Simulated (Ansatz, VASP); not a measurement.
**Two plane-wave programs on Au**

File INCAR:

```
SYSTEM = Au
ALGO = Normal
EDIFF = 1E-7
ENCUT = 520
GGA = PE
ISIF = 2
ISMEAR = 0
LASPH = .True.
LCHARG = .True.
LELF = .True.
LREAL = .False.
LVHAR = .True.
LWAVE = .False.
NELM = 100
PREC = Accurate
SIGMA = 0.026000000000000002
```

KPOINTS

```
k-points
0
Gamma
  11 11 11
  0 0 0
```

The input POSCAR:

```
Au
1.0
    0.0000000000      2.0350000000      2.0350000000
    2.0350000000      0.0000000000      2.0350000000
    2.0350000000      2.0350000000      0.0000000000
Au
1
Direct
    0.0000000000      0.0000000000      0.0000000000
```

Contents of input.yaml:

```yaml
crystal:
  lattice:
    - [0.0, 2.035, 2.035]
    - [2.035, 0.0, 2.035]
    - [2.035, 2.035, 0.0]
  atoms:
    - { symbol: Au, position: [0.0, 0.0, 0.0] }
hamiltonian:
  xc: pbe
  pseudopotentials: { kind: paw }
kpoints:
  mp_grid: { grid: [11, 11, 11] }
scf:
  occupations: { method: gaussian, width: 0.026 }
output:
  forces: true
  stress: true
  eigenvalues: true
```

Alike in both runs: task single point; functional PBE; k mesh 11 × 11 × 11; occupations gaussian, width 0.026 eV; no spin polarisation.

```csv
,VASP,Ansatz
version,VASP 6.6.1,Ansatz 0.2.0
potentials or method,"VASP PAW PBE potentials, release 64 (Au)",Ansatz PAW
plane-wave cutoff (eV),520,420
valence electrons in the cell,11,19
```

VASP gave:

* gap on the k mesh at the Fermi level (eV): none
* pressure (GPa): 10.5

Q: Estimate Ansatz's values.

A: gap on the k mesh at the Fermi level (eV): none; pressure (GPa): 10.8.

A gap of «none» marks a metal or a gap that the smearing closes. The functional is the same, so the differences come from potentials, cutoffs and numerics. The two sets of potentials don't hold the same shells in valence.

Spin-orbit coupling is left out, which matters for the levels of Au.
